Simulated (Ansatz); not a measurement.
The system is SiC (Moissanite 3C).

```
CELL_PARAMETERS angstrom
0.00000 2.17900 2.17900
2.17900 0.00000 2.17900
2.17900 2.17900 0.00000
ATOMIC_POSITIONS crystal
Si 0.00000 0.00000 0.00000
C 0.75000 0.75000 0.75000
```

| Item | Value |
| --- | --- |
| Program | Ansatz 0.2.0 |
| Task | relaxation of cell and atoms |
| Functional | PBEsol |
| Dispersion | D3(BJ) |
| Potentials or basis | all-electron LAPW, scalar-relativistic |
| Basis error allowed | 0.001 eV/atom |
| k mesh | 10 × 10 × 10 |
| Occupations | fermi-dirac, width 0.05 eV |
| Spin | no spin polarisation |

At the start: volume 10.35 Å³/atom.

How do energy, volume and symmetry change on relaxing?

Over 5 steps the energy falls by 2.4 meV/atom and the volume is 10.16 Å³/atom (-1.8 %); space group F-43m (No. 216, to 0.05 Å).

The path:
```tsv
step	energy change (eV)	largest force (eV/Å)	volume (Å³)
1	0.0000	0.0000	20.69
2	-0.0037	0.0000	20.49
3	-0.0048	0.0000	20.31
4	-0.0048	0.0000	20.32
5	-0.0048	0.0000	20.32
```

Final structure:
```
CELL_PARAMETERS angstrom
0.00000 2.16574 2.16574
2.16574 0.00000 2.16574
2.16574 2.16574 0.00000
ATOMIC_POSITIONS crystal
Si 0.00000 0.00000 0.00000
C 0.75000 0.75000 0.75000
```
